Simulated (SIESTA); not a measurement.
Runs of SIESTA 5.4.2 on Sn. The structure is tetragonal, space group I4/mmm (No. 139). Conventional cell: a = 4.058 Å, b = 4.058 Å, c = 3.322 Å, α = 90.00°, β = 90.00°, γ = 90.00°. Around Sn (site symmetry 4/mmm) lie 10 Sn at 3.32 Å. This isn't the form of Sn at room conditions, which is tetragonal (white tin).

```tsv
potentials or basis	gap on the mesh (eV)	pressure (GPa)
PseudoDojo 0.4 standard (PBEsol files), TZP (energy shift 0.003 Ry; two zetas on semicore shells)	none	-1.4
PseudoDojo 0.4 standard (PBEsol files), DZ (energy shift 0.003 Ry; two zetas on semicore shells)	none	0.2
PseudoDojo 0.4 standard (PBEsol files), TZDP (energy shift 0.003 Ry; two zetas on semicore shells)	none	-1.6
PseudoDojo 0.4 standard (PBEsol files), SZ (energy shift 0.003 Ry)	none	4.3
PseudoDojo 0.4 standard (PBEsol files), DZP (energy shift 0.003 Ry; two zetas on semicore shells)	none	(b)
PseudoDojo 0.4 standard (PBEsol files), SZP (energy shift 0.003 Ry)	none	(a)
```

Alike in all rows: task band structure; level PBEsol; no spin polarisation; cell as given; k mesh 10 × 10 × 10; smearing fermi-dirac 0.05 eV; grid cutoff 500 Ry; energy shift 0.003 Ry.

Q: Fill in the values left out.

A: (a) 0.0; (b) -1.0.

Caveats: spin-orbit coupling is left out, which moves the levels of the heavy elements; the basis of atomic orbitals isn't converged, which shifts pressures, moduli and gaps; the basis has no polarisation orbitals (some runs).

A k mesh can miss the band edges, and the runs leave out spin-orbit coupling on Sn.

A gap of «none» marks a metal or a gap under the smearing width.
